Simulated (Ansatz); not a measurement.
The parent structure is GeO₂ in the rutile structure (space group P4_2/mnm, No. 136).

```xyz
6
Lattice="4.4875 0.0000 0.0000 0.0000 4.4875 0.0000 0.0000 0.0000 2.9050" Properties=species:S:1:pos:R:3 pbc="T T T"
Ge     0.0000     0.0000     0.0000
Ge     2.2438     2.2438     1.4525
O      1.3783     1.3783     0.0000
O      3.6221     0.8654     1.4525
O      0.8654     3.6221     1.4525
O      3.1092     3.1092     0.0000
```

Level of theory: Ansatz (an electronic-structure program) PBE, no spin-orbit coupling.

Before the change:

The gap between the host's bands is 1.23 eV and the gap character comes out as direct at Γ.

Modification: hole doping at 3.0×10^21 cm⁻³ (0.175 per cell), with a uniform compensating background at fixed cell and a 300 K Fermi–Dirac width.

Task: How does this affect the gap between the host's bands, Fermi level from band edge and gap character?

Result: The gap between the host's bands increases by 0.08 eV to 1.31 eV; the Fermi level relative to the doped band's edge (positive inside the band; to 0.05 eV) amounts to +0.40 eV; the gap character is still direct at Γ.

Charged cell with a jellium background: band edges are those of the host's band count, energies are not comparable with the neutral cell, and many-body gap narrowing is missing. Whether these cells are dynamically stable was not tested.
